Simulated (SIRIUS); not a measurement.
# KBr (Fm-3m) in SIRIUS: further runs

One crystal, KBr, is run at these levels: PBEsol; tasks: equation of state.

Program: SIRIUS 7.12.0. These are calculated values, not measurements. Logs are shortened: lines on timing, memory, paths and dates and some standing lists are left out, and cuts for length are marked. The log counts tension as positive stress, the text compression.

## 1. Starting point

The structure is cubic, space group Fm-3m (No. 225). Conventional cell: a = 6.600 Å, b = 6.600 Å, c = 6.600 Å, α = 90.00°, β = 90.00°, γ = 90.00°. Br (site symmetry m-3m) has 6 K at 3.30 Å as nearest neighbours. K (site symmetry m-3m) is surrounded by 6 Br at 3.30 Å.

## 2. Equation of state, PBEsol, 33.78 Å³/atom (volume scaled by 0.94)

Contents of sirius.json:

```json
{
  "control": {
    "processing_unit": "cpu",
    "std_evp_solver_name": "lapack",
    "gen_evp_solver_name": "lapack",
    "verbosity": 2,
    "print_forces": false,
    "ortho_rf": true,
    "use_second_variation": true,
    "rmt_max": 3.0,
    "num_bands_to_print": 23,
    "save_wf": true
  },
  "parameters": {
    "electronic_structure_method": "full_potential_lapwlo",
    "xc_functionals": ["XC_GGA_X_PBE_SOL", "XC_GGA_C_PBE_SOL"],
    "core_relativity": "dirac",
    "valence_relativity": "iora",
    "num_fv_states": 23,
    "smearing": "fermi_dirac",
    "smearing_width": 0.0018374661,
    "pw_cutoff": 20,
    "gk_cutoff": 3.5,
    "lmax_apw": 10,
    "lmax_rho": 8,
    "lmax_pot": 8,
    "num_mag_dims": 0,
    "auto_rmt": 0,
    "ngridk": [7, 7, 7],
    "shiftk": [0, 0, 0],
    "num_dft_iter": 80,
    "energy_tol": 1e-07,
    "density_tol": 1e-05,
    "use_symmetry": true
  },
  "settings": {"tol_ne": 1e-10},
  "iterative_solver": {"type": "exact"},
  "mixer": {"type": "anderson", "beta": 0.5, "max_history": 8},
  "unit_cell": {
    "lattice_vectors": [[0.0, 6.1087932212, 6.1087932212], [6.1087932212, 0.0, 6.1087932212], [6.1087932212, 6.1087932212, 0.0]],
    "atom_types": ["Br", "K"],
    "atom_files": {"Br": "Br.json", "K": "K.json"},
    "atoms": {"Br": [[0.5, 0.5, 0.5]], "K": [[0.0, 0.0, 0.0]]}
  }
}
```

Contents of Br.json:

```json
{
  "name": "bromine",
  "symbol": "Br",
  "number": 35,
  "mass": 79.904,
  "rmin": 1e-06,
  "rmt": 2.4,
  "nrmt": 800,
  "rinf": 12.55,
  "core": "1s2s2p3s",
  "valence": [
    {"basis": [{"enu": -0.21, "dme": 0, "n": 0, "auto": 0}, {"enu": -0.21, "dme": 1, "n": 0, "auto": 0}]},
    {"l": 0, "n": 1, "basis": [{"enu": -0.2855, "dme": 0, "n": 0, "auto": 0}]},
    {"l": 1, "n": 2, "basis": [{"enu": -0.11, "dme": 0, "n": 0, "auto": 0}]},
    {"l": 2, "n": 3, "basis": [{"enu": -0.11, "dme": 0, "n": 0, "auto": 0}]},
    {"l": 3, "n": 4, "basis": [{"enu": -0.11, "dme": 0, "n": 0, "auto": 0}]}
  ],
  "lo": [
    {
      "l": 0,
      "basis": [{"enu": -0.2855, "dme": 0, "n": 0, "auto": 0}, {"enu": -0.2855, "dme": 1, "n": 0, "auto": 0}]
    },
    {
      "l": 0,
      "basis": [{"enu": -0.2855, "dme": 1, "n": 0, "auto": 0}, {"enu": -0.2855, "dme": 2, "n": 0, "auto": 0}]
    },
    {
      "l": 0,
      "basis": [{"enu": -0.2855, "dme": 0, "n": 0, "auto": 0}, {"enu": 1.7978, "dme": 0, "n": 0, "auto": 0}]
    },
    {"l": 1, "basis": [{"enu": -0.11, "dme": 0, "n": 0, "auto": 0}, {"enu": -0.11, "dme": 1, "n": 0, "auto": 0}]},
    {"l": 1, "basis": [{"enu": -0.11, "dme": 1, "n": 0, "auto": 0}, {"enu": -0.11, "dme": 2, "n": 0, "auto": 0}]},
    {
      "l": 1,
      "basis": [{"enu": -6.1736, "dme": 0, "n": 3, "auto": 1}, {"enu": -6.1736, "dme": 1, "n": 3, "auto": 1}]
    },
    {
      "l": 1,
      "basis": [{"enu": -0.11, "dme": 0, "n": 0, "auto": 0}, {"enu": 2.2858, "dme": 0, "n": 0, "auto": 0}]
    },
    {"l": 2, "basis": [{"enu": -0.11, "dme": 0, "n": 0, "auto": 0}, {"enu": -0.11, "dme": 1, "n": 0, "auto": 0}]},
    {
      "l": 2,
      "basis": [{"enu": -2.2802, "dme": 0, "n": 3, "auto": 1}, {"enu": -2.2802, "dme": 1, "n": 3, "auto": 1}]
    },
    {
      "l": 2,
      "basis": [{"enu": -2.2802, "dme": 1, "n": 3, "auto": 1}, {"enu": -0.11, "dme": 0, "n": 0, "auto": 0}]
    },
    {
      "l": 2,
      "basis": [{"enu": -0.11, "dme": 0, "n": 0, "auto": 0}, {"enu": 3.5011, "dme": 0, "n": 0, "auto": 0}]
    },
    {"l": 3, "basis": [{"enu": -0.11, "dme": 0, "n": 0, "auto": 0}, {"enu": -0.11, "dme": 1, "n": 0, "auto": 0}]},
    {
      "l": 3,
      "basis": [{"enu": -0.11, "dme": 0, "n": 0, "auto": 0}, {"enu": 2.9108, "dme": 0, "n": 0, "auto": 0}]
    }
  ],
  "free_atom": [... radial grid and density of the free atom, the start of the SCF ...]
}
```

Contents of K.json:

```json
{
  "name": "potassium",
  "symbol": "K",
  "number": 19,
  "mass": 39.0983,
  "rmin": 1e-06,
  "rmt": 2.4,
  "nrmt": 800,
  "rinf": 22.7,
  "core": "1s2s2p",
  "valence": [
    {"basis": [{"enu": -0.21, "dme": 0, "n": 0, "auto": 0}, {"enu": -0.21, "dme": 1, "n": 0, "auto": 0}]},
    {"l": 0, "n": 1, "basis": [{"enu": -0.11, "dme": 0, "n": 0, "auto": 0}]},
    {"l": 1, "n": 2, "basis": [{"enu": -0.11, "dme": 0, "n": 0, "auto": 0}]},
    {"l": 2, "n": 3, "basis": [{"enu": -0.11, "dme": 0, "n": 0, "auto": 0}]},
    {"l": 3, "n": 4, "basis": [{"enu": -0.11, "dme": 0, "n": 0, "auto": 0}]}
  ],
  "lo": [
    {"l": 0, "basis": [{"enu": -0.11, "dme": 0, "n": 0, "auto": 0}, {"enu": -0.11, "dme": 1, "n": 0, "auto": 0}]},
    {
      "l": 0,
      "basis": [{"enu": -1.3126, "dme": 0, "n": 3, "auto": 1}, {"enu": -1.3126, "dme": 1, "n": 3, "auto": 1}]
    },
    {
      "l": 0,
      "basis": [{"enu": -1.3126, "dme": 1, "n": 3, "auto": 1}, {"enu": -0.11, "dme": 0, "n": 0, "auto": 0}]
    },
    {
      "l": 0,
      "basis": [{"enu": -0.11, "dme": 0, "n": 0, "auto": 0}, {"enu": 2.6678, "dme": 0, "n": 0, "auto": 0}]
    },
    {"l": 1, "basis": [{"enu": -0.11, "dme": 0, "n": 0, "auto": 0}, {"enu": -0.11, "dme": 1, "n": 0, "auto": 0}]},
    {
      "l": 1,
      "basis": [{"enu": -0.7134, "dme": 0, "n": 3, "auto": 1}, {"enu": -0.7134, "dme": 1, "n": 3, "auto": 1}]
    },
    {
      "l": 1,
      "basis": [{"enu": -0.7134, "dme": 1, "n": 3, "auto": 1}, {"enu": -0.11, "dme": 0, "n": 0, "auto": 0}]
    },
    {
      "l": 1,
      "basis": [{"enu": -0.11, "dme": 0, "n": 0, "auto": 0}, {"enu": 3.0844, "dme": 0, "n": 0, "auto": 0}]
    },
    {"l": 2, "basis": [{"enu": -0.11, "dme": 0, "n": 0, "auto": 0}, {"enu": -0.11, "dme": 1, "n": 0, "auto": 0}]},
    {"l": 2, "basis": [{"enu": -0.11, "dme": 1, "n": 0, "auto": 0}, {"enu": -0.11, "dme": 2, "n": 0, "auto": 0}]},
    {
      "l": 2,
      "basis": [{"enu": -0.11, "dme": 0, "n": 0, "auto": 0}, {"enu": 2.5983, "dme": 0, "n": 0, "auto": 0}]
    },
    {"l": 3, "basis": [{"enu": -0.11, "dme": 0, "n": 0, "auto": 0}, {"enu": -0.11, "dme": 1, "n": 0, "auto": 0}]}
  ],
  "free_atom": [... radial grid and density of the free atom, the start of the SCF ...]
}
```

Contents of sirius_start.json:

```json
{
  "control": {
    "processing_unit": "cpu",
    "std_evp_solver_name": "lapack",
    "gen_evp_solver_name": "lapack",
    "verbosity": 1,
    "print_forces": false,
    "ortho_rf": true,
    "use_second_variation": true,
    "rmt_max": 3.0,
    "num_bands_to_print": 23,
    "save_wf": false
  },
  "parameters": {
    "electronic_structure_method": "full_potential_lapwlo",
    "xc_functionals": ["XC_LDA_X", "XC_LDA_C_PW"],
    "core_relativity": "dirac",
    "valence_relativity": "iora",
    "num_fv_states": 23,
    "smearing": "fermi_dirac",
    "smearing_width": 0.0055123983,
    "pw_cutoff": 20,
    "gk_cutoff": 2.8,
    "lmax_apw": 10,
    "lmax_rho": 8,
    "lmax_pot": 8,
    "num_mag_dims": 0,
    "auto_rmt": 0,
    "ngridk": [3, 3, 3],
    "shiftk": [0, 0, 0],
    "num_dft_iter": 30,
    "energy_tol": 0.01,
    "density_tol": 0.05,
    "use_symmetry": true
  },
  "settings": {"tol_ne": 1e-10},
  "iterative_solver": {"type": "exact"},
  "mixer": {"type": "anderson", "beta": 0.5, "max_history": 8},
  "unit_cell": {
    "lattice_vectors": [[0.0, 6.1087932212, 6.1087932212], [6.1087932212, 0.0, 6.1087932212], [6.1087932212, 6.1087932212, 0.0]],
    "atom_types": ["Br", "K"],
    "atom_files": {"Br": "Br.json", "K": "K.json"},
    "atoms": {"Br": [[0.5, 0.5, 0.5]], "K": [[0.0, 0.0, 0.0]]}
  }
}
```

Potentials or basis: all-electron FP-LAPW, apw+lo standard.

On the command line:

```
$ OMP_NUM_THREADS=1 sirius.scf --input=sirius_start.json --output=start.json
$ OMP_NUM_THREADS=1 sirius.scf --input=sirius.json --output=output.json --task=1
```

Log:

```text
[info] SIRIUS version : 7.12.0
[info] number of MPI ranks           : 1
[info] MPI grid                      : 1 1
[info] maximum number of OMP threads : 1
[fft] FFT context for density and potential
[fft] =====================================
[fft]   plane wave cutoff                     : 20
[fft]   grid size                             : 60 60 60   total : 216000
[fft]   grid limits                           : -29 30   -29 30   -29 30
[fft]   number of G-vectors within the cutoff : 61719
[fft]   number of G-shells                    : 1589
[fft] FFT context for coarse grid
[fft] =====================================
[fft]   plane wave cutoff                     : 7
[fft]   grid size                             : 24 24 24   total : 13824
[fft]   grid limits                           : -11 12   -11 12   -11 12
[fft]   number of G-vectors within the cutoff : 2685
[fft]   number of G-shells                    : 97
[unit cell] lattice vectors
[unit cell]   a1 :       0.0000000000      6.1087932212      6.1087932212
[unit cell]   a2 :       6.1087932212      0.0000000000      6.1087932212
[unit cell]   a3 :       6.1087932212      6.1087932212      0.0000000000
[unit cell] reciprocal lattice vectors
[unit cell]   b1 :      -0.5142738573      0.5142738573      0.5142738573
[unit cell]   b2 :       0.5142738573     -0.5142738573      0.5142738573
[unit cell]   b3 :       0.5142738573      0.5142738573     -0.5142738573
[unit cell] unit cell volume :       455.92800586 [a.u.^3]
[unit cell] 1/sqrt(omega)    :         0.04683299
[unit cell] MT volume        :       115.81167158 (25.40%)
[unit cell] IT volume        :       340.11633428 (74.60%)
[unit cell] number of atom types : 2
[unit cell] type id : 0 symbol : Br mt_radius :   2.400000 num_atoms : 1
[unit cell] type id : 1 symbol :  K mt_radius :   2.400000 num_atoms : 1
[unit cell] total number of atoms : 2
[unit cell] number of symmetry classes : 2
[... 345 lines left out ...]
[diagonalize] ik:    3   -6.073015   -6.073015   -6.073015   -2.160108   -2.160108   -2.160056   -2.160053   -2.160053   -1.030000   -0.481501   -0.425986   -0.425986   -0.416255   -0.066928   -0.033553   -0.033553    0.219192    0.281858    0.328649    0.328649    0.355810    0.355810    0.396158
[diagonalize] ik:    4   -6.073015   -6.073015   -6.073015   -2.160109   -2.160107   -2.160057   -2.160055   -2.160055   -1.030212   -0.476470   -0.426087   -0.426087   -0.423254   -0.035292   -0.022374   -0.022374    0.167595    0.237104    0.276920    0.276920    0.294590    0.310449    0.439342
[diagonalize] ...
[diagonalize] ik:   15   -6.073015   -6.073015   -6.073015   -2.160106   -2.160103   -2.160053   -2.160050   -2.160048   -1.029896   -0.472298   -0.429974   -0.427316   -0.425772   -0.051027   -0.037190   -0.032051    0.199164    0.262182    0.316160    0.333953    0.334139    0.373030    0.395528
[diagonalize] ik:   16   -6.073015   -6.073015   -6.073015   -2.160107   -2.160106   -2.160055   -2.160052   -2.160051   -1.030015   -0.477791   -0.427267   -0.426323   -0.420623   -0.055102   -0.032035   -0.031888    0.226682    0.226787    0.314368    0.320625    0.337162    0.346231    0.397091
[diagonalize] ik:   17   -6.073015   -6.073015   -6.073015   -2.160106   -2.160104   -2.160052   -2.160051   -2.160050   -1.029940   -0.477656   -0.427744   -0.426887   -0.420094   -0.057198   -0.038935   -0.035021    0.236447    0.259415    0.303808    0.333202    0.351130    0.365733    0.393049
[diagonalize] ik:   18   -6.073015   -6.073015   -6.073015   -2.160108   -2.160106   -2.160054   -2.160053   -2.160051   -1.029910   -0.474075   -0.428819   -0.427933   -0.423634   -0.051501   -0.036753   -0.035846    0.212266    0.264035    0.299148    0.337592    0.342684    0.374533    0.394735
[diagonalize] ik:   19   -6.073015   -6.073015   -6.073015   -2.160107   -2.160105   -2.160053   -2.160053   -2.160052   -1.029900   -0.475129   -0.429066   -0.427894   -0.421832   -0.047680   -0.045159   -0.037152    0.236506    0.265580    0.292042    0.318022    0.369515    0.370287    0.403088
[generate_core_charge_density] atom class : 0
[generate_core_charge_density]   n,l,k : 1 0 1  energy :        -488.63085788
[generate_core_charge_density]   n,l,k : 2 0 1  energy :         -63.33057014
[generate_core_charge_density]   n,l,k : 2 1 1  energy :         -57.01728566
[generate_core_charge_density]   n,l,k : 2 1 2  energy :         -55.27327835
[generate_core_charge_density]   n,l,k : 3 0 1  energy :          -8.43899310
[generate_core_charge_density] atom class : 1
[generate_core_charge_density]   n,l,k : 1 0 1  energy :        -128.97878528
[generate_core_charge_density]   n,l,k : 2 0 1  energy :         -12.69799781
[generate_core_charge_density]   n,l,k : 2 1 1  energy :         -10.08762869
[generate_core_charge_density]   n,l,k : 2 1 2  energy :          -9.98153148
[find] Total energy                   :   -3206.36416960 (Ha),   -6412.72833921 (Ry)
[... 20 lines left out ...]
[find] valence_eval_sum               :     -63.66748234
[find] core_eval_sum                  :   -1799.22985653
[find] kinetic energy                 :    3275.20711938
[find] enuc                           :   -3870.06503268
[find] <rho|V^{XC}>                   :    -161.51897295
[find] <rho|E^{XC}>                   :    -123.21357235
[find] <mag|B^{XC}>                   :       0.00000000
[find] <rho|V^{H}>                    :   -4976.58548601
[find] smearing (-TS)                 :      -0.00000000
[find] SCF correction                 :       0.00005923
[find] Total energy                   :   -3206.36416942 (Ha),   -6412.72833885 (Ry)
[find] Free energy (E-TS)             :   -3206.36416942 (Ha),   -6412.72833885 (Ry)
[find] band gap (eV)                  :       4.44101721
[find] Efermi                         :       0.03909585
[find] iteration : 6, RMS (target) : 1.5604e-06 (1.0000e-05) , energy difference (target) : -2.5096e-08 (1.0000e-07)
[find] converged after 7 SCF iterations!
[find] Charges and magnetic moments
[find] --------------------------------------------------------------------------------
[find] atom      charge    core leakage
[find] --------------------------------------------------------------------------------
[find]    0   33.530743    1.061360e-06
[find]    1   17.596403    1.164307e-07
[find] total core leakage    : 1.17779092e-06
[find] interstitial charge   : 2.872851
[find] total charge          : 53.999998
[find] Energy
[find] --------------------------------------------------------------------------------
[find] valence_eval_sum               :     -63.66748234
[find] core_eval_sum                  :   -1799.22985653
[find] kinetic energy                 :    3275.20711938
[find] enuc                           :   -3870.06503268
[find] <rho|V^{XC}>                   :    -161.51897295
[find] <rho|E^{XC}>                   :    -123.21357235
[find] <mag|B^{XC}>                   :       0.00000000
[find] <rho|V^{H}>                    :   -4976.58548601
[find] smearing (-TS)                 :      -0.00000000
[find] SCF correction                 :       0.00005923
[find] Total energy                   :   -3206.36416942 (Ha),   -6412.72833885 (Ry)
[find] Free energy (E-TS)             :   -3206.36416942 (Ha),   -6412.72833885 (Ry)
[find] band gap (eV)                  :       4.44101721
[find] Efermi                         :       0.03909585
```

Run time: 42 s. Hardware: 1 thread of Arm Neoverse V2, shared host; peak memory 0.5 GiB.

What came out:

```
Free energy                                       : -87249.6139 eV
Band gap on the k mesh                            : 4.44 eV, direct
All electrons inside the program's atomic spheres : Br 33.53; K 17.60 (radii Br 2.4, K 2.4 bohr)
```

## 3. Equation of state, PBEsol, 34.50 Å³/atom (volume scaled by 0.96)

sirius.json: that of step 2 with these lines changed.

```diff
@@ -39,3 +39,3 @@
   "unit_cell": {
-    "lattice_vectors": [[0.0, 6.1087932212, 6.1087932212], [6.1087932212, 0.0, 6.1087932212], [6.1087932212, 6.1087932212, 0.0]],
+    "lattice_vectors": [[0.0, 6.1518143091, 6.1518143091], [6.1518143091, 0.0, 6.1518143091], [6.1518143091, 6.1518143091, 0.0]],
     "atom_types": ["Br", "K"],
```

Br.json is that of step 2.

K.json is that of step 2.

sirius_start.json: that of step 2 with these lines changed.

```diff
@@ -39,3 +39,3 @@
   "unit_cell": {
-    "lattice_vectors": [[0.0, 6.1087932212, 6.1087932212], [6.1087932212, 0.0, 6.1087932212], [6.1087932212, 6.1087932212, 0.0]],
+    "lattice_vectors": [[0.0, 6.1518143091, 6.1518143091], [6.1518143091, 0.0, 6.1518143091], [6.1518143091, 6.1518143091, 0.0]],
     "atom_types": ["Br", "K"],
```

Potentials or basis: all-electron FP-LAPW, apw+lo standard.

On the command line:

```
$ OMP_NUM_THREADS=1 sirius.scf --input=sirius_start.json --output=start.json
$ OMP_NUM_THREADS=1 sirius.scf --input=sirius.json --output=output.json --task=1
```

Wall time 43 s (1 thread of Arm Neoverse V2, shared host); peak memory 0.5 GiB.

Results (log left out):

- Free energy: -87249.6180 eV
- Band gap on the k mesh: 4.39 eV, direct
- All electrons inside the program's atomic spheres: Br 33.53; K 17.59 (radii Br 2.4, K 2.4 bohr)

## 4. Equation of state, PBEsol, 35.22 Å³/atom (volume scaled by 0.98)

sirius.json: that of step 3 with these lines changed.

```diff
@@ -39,3 +39,3 @@
   "unit_cell": {
-    "lattice_vectors": [[0.0, 6.1518143091, 6.1518143091], [6.1518143091, 0.0, 6.1518143091], [6.1518143091, 6.1518143091, 0.0]],
+    "lattice_vectors": [[0.0, 6.1942419556, 6.1942419556], [6.1942419556, 0.0, 6.1942419556], [6.1942419556, 6.1942419556, 0.0]],
     "atom_types": ["Br", "K"],
```

Br.json is that of step 3.

K.json is that of step 3.

sirius_start.json: that of step 3 with these lines changed.

```diff
@@ -39,3 +39,3 @@
   "unit_cell": {
-    "lattice_vectors": [[0.0, 6.1518143091, 6.1518143091], [6.1518143091, 0.0, 6.1518143091], [6.1518143091, 6.1518143091, 0.0]],
+    "lattice_vectors": [[0.0, 6.1942419556, 6.1942419556], [6.1942419556, 0.0, 6.1942419556], [6.1942419556, 6.1942419556, 0.0]],
     "atom_types": ["Br", "K"],
```

On the command line:

```
$ OMP_NUM_THREADS=1 sirius.scf --input=sirius_start.json --output=start.json
$ OMP_NUM_THREADS=1 sirius.scf --input=sirius.json --output=output.json --task=1
```

Run time: 44 s. Hardware: 1 thread of Arm Neoverse V2, shared host; peak memory 0.51 GiB.

The run converged. Its results:

```
Free energy                                       : -87249.6190 eV
Band gap on the k mesh                            : 4.33 eV, direct
All electrons inside the program's atomic spheres : Br 33.52; K 17.59 (radii Br 2.4, K 2.4 bohr)
```

[end of part 1 of 2]
